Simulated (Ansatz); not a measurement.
Here is an Ansatz 0.2.0 calculation.

input.yaml

```yaml
crystal:
  lattice:
    - [0.0, 2.365, 2.365]
    - [2.365, 0.0, 2.365]
    - [2.365, 2.365, 0.0]
  atoms:
    - { symbol: Zr, position_ang: [2.365, 2.365, 2.365] }
    - { symbol: C, position_ang: [0.0, 0.0, 0.0] }
hamiltonian:
  xc: r2scan
  pseudopotentials: { kind: paw, partial_waves: polarizable }
  hubbard: { sites: [{ species: Zr, l: d, u_eff: 4.5 }] }
kpoints:
  mp_grid: { grid: [10, 10, 10] }
scf:
  occupations: { method: fermi_dirac, width: 0.05 }
output:
  forces: true
  stress: true
  eigenvalues: true
basis:
  xc_grid: 3
```

Potentials or basis: Ansatz PAW polarizable.

Command:

```bash
$ ansatz run input.yaml --threads 1 --pin off --max-ram 2560MiB --backend cpu --events-out ev --progress --plain --runs-dir out
```

**Question.** Predict the band gap on the k mesh.

**Answer.** None (metal or under the smearing width).

**Question.** Estimate the pressure.

**Answer.** 4.4 GPa.

Eigenvalues of the final occupation matrices:
```tsv
site	spin	trace	eigenvalues
site 1	1	1.27	0.19 0.19 0.19 0.35 0.35
```

Caveat: U without spin polarisation on a metal has little footing; the PAW data sets come from PBE, with cores solved anew for the run's functional, which leaves a small shift of forces and pressure; the U is typed as a test and isn't derived for this compound.
